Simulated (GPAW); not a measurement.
The system is BN.

```
N B
1.0
     2.55394    0.00000    0.00000
    -1.27697    2.21178    0.00000
     0.00000    0.00000    4.22685
N B
2 2
Direct
  0.33333 0.66667 0.12528
  0.66667 0.33333 0.62528
  0.33333 0.66667 0.49972
  0.66667 0.33333 0.99972
```

Measurements of this composition are mostly on another form, of space group No. 194.

Base run:

| Property | Result |
| --- | --- |
| Program | GPAW 26.7.0 |
| Functional | r2SCAN |
| Potentials or basis | GPAW PAW data sets (gpaw-data 1.2.1) |
| Cutoff | 800 eV |
| Basis | pw |
| k mesh | 10 × 10 × 5 |
| Occupations | fermi-dirac, width 0.05 eV |
| Spin | no spin polarisation |

Its results: band gap on the k mesh 5.94 eV, indirect (least direct gap 8.93 eV); pressure -5.9 GPa; largest force 0.028 eV/Å.

Problem. The run is repeated on the same cell with these changes: functional from r2SCAN to PBE; k mesh from 10 × 10 × 5 to 12 × 12 × 6. What comes out?

Solution. Band gap on the k mesh 5.20 eV, indirect (least direct gap 8.25 eV); pressure -1.2 GPa; largest force 0.015 eV/Å.

Several settings changed at once, so the effect can't be laid on one alone.

Caveats: the PAW data sets were made with another functional, which shifts forces and pressure a little (some runs); the mesh misses the band edges, which the band path finds closer together (some runs).

Not every run made on this cell is shown here.
